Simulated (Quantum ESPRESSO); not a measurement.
**CdO2 under changes of volume**

One of the cells (14.470 Å³/atom); the others are scaled copies at fixed shape and fractional positions:

```
Cd O
1.0
     3.47623    0.00000    0.00000
    -1.73811    3.01050    0.00000
     0.00000    0.00000    4.14808
Cd O
1 2
Direct
  0.00000 0.00000 0.00000
  0.33333 0.66667 0.24422
  0.66667 0.33333 0.75578
```

The cell comes from a database or a generator and needn't be the stable form of this composition.

```yaml
Program: Quantum ESPRESSO 7.5
Functional: r2SCAN
Potentials_or_basis: SG15 PBE 1.2
Cutoff: 1197 eV
Density_cutoff: 4789 eV
k_mesh: 6 × 6 × 5
Occupations: fermi-dirac, width 0.05 eV
Spin: no spin polarisation
```

| volume (Å³/atom) | energy over the lowest point (meV/atom) | pressure (GPa) |
| --- | --- | --- |
| 13.602 | 0.00 | -5.5 |
| 13.891 | 11.90 | -7.3 |
| 14.181 | 26.80 | -8.9 |
| 14.470 | 44.33 | -10.2 |
| 14.760 | 64.14 | -11.4 |
| 15.049 | ? | ? |
| 15.338 | 109.39 | -13.3 |

What does the run at 15.049 Å³/atom give?

Energy over the lowest point 85.91 meV/atom; pressure -12.4 GPa.

Worked out: A Birch-Murnaghan fit of order 3 (a polynomial in V^(-2/3)) to the other rows has no minimum within the range. It gives 85.91 meV/atom at 15.049 Å³/atom, against the run's 85.91, and -dE/dV = -12.6 GPa, against -12.4.

Energies are extrapolated to zero smearing.

Caveats: the potentials were made for another functional, which shifts forces and pressure.
